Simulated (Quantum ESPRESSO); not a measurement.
## InPd under changes of volume

One of the cells (17.513 Å³/atom); the others are scaled copies at fixed shape and fractional positions:

```
In Pd
1.0
     3.27188    0.00000    0.00000
     0.00000    3.27188    0.00000
     0.00000    0.00000    3.27188
In Pd
1 1
Direct
  0.00000 0.00000 0.00000
  0.50000 0.50000 0.50000
```

The cell comes from a database or a generator and needn't be the stable form of this composition.

| Item | Value |
| --- | --- |
| Program | Quantum ESPRESSO 7.5 |
| Functional | r2SCAN |
| Potentials or basis | SG15 PBE 1.2 |
| Cutoff | 952 eV |
| Density cutoff | 3810 eV |
| k mesh | 6 × 6 × 6 |
| Occupations | fermi-dirac, width 0.05 eV |
| Spin | no spin polarisation |

```csv
volume (Å³/atom),energy over the lowest point (meV/atom),pressure (GPa)
16.462,16.23,6.9
16.813,4.63,3.5
17.163,0.00,0.6
17.513,1.52,-2.0
17.863,8.45,-4.3
18.214,?,?
18.564,35.29,-7.7
```

Q: What does the run at 18.214 Å³/atom give?

A: Energy over the lowest point 20.02 meV/atom; pressure -6.2 GPa.

Worked out: A Birch-Murnaghan fit of order 3 (a polynomial in V^(-2/3)) to the other rows has its minimum at 17.24 Å³/atom with B0 = V·E''(V) = 133 GPa and B' = 6.0. It gives 19.88 meV/atom at 18.214 Å³/atom, against the run's 20.02, and -dE/dV = -6.2 GPa, against -6.2.

Energies are extrapolated to zero smearing.

Caveats: the potentials were made for another functional, which shifts forces and pressure.
